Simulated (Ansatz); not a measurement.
**Structure types of Sc compared at 160 GPa**

Structure types of Sc are relaxed in primitive cells with their symmetry kept at 160 GPa, on PAW files; LAPW relaxes the small cells further and takes the PAW cell for the others (marked *). The enthalpy is E + pV at zero temperature, without zero-point motion. Only the types listed were tried, and differences under about 5 meV/atom are mesh noise. The real phase may be another.

Computed with Ansatz 0.2.0; functional PBE, scalar-relativistic. Settings: Fermi–Dirac smearing of 0.1 eV, no spin polarisation. Methods: LAPW: all electrons, basis error target 0.5 meV/atom; PAW: frozen-core files, cutoff 420 eV.

k meshes: fcc 19×19×19, bcc 20×20×20, hcp 18×18×10, simple hexagonal 19×19×17, diamond 14×14×14, dhcp 15×15×4.

Which type is lowest in enthalpy, and by how much?

dhcp, 1 meV/atom below fcc, which is within the noise of the k meshes. The whole table:

```csv
start type,ends as,"a, b, c (Å)",V (Å³/atom),"H − H(lowest), LAPW (meV/atom)","same, PAW"
fcc,"fcc, Fm-3m","3.430, 3.430, 3.430",10.09,1.5,1.6
bcc,"bcc, Im-3m","2.725, 2.725, 2.725",10.12,171.4,170.4
hcp,"hcp, P6_3/mmc","2.375, 2.375, 4.142",10.12,84.0,83.8
simple hexagonal,"simple hexagonal, P6/mmm","2.312, 2.312, 2.199",10.18,223.0,223.3
diamond,"diamond, Fd-3m","4.397, 4.397, 4.397",10.62,1452.3,1433.6
dhcp*,"dhcp, P6_3/mmc","2.461, 2.461, 7.713",10.12,0.0,0.0
```
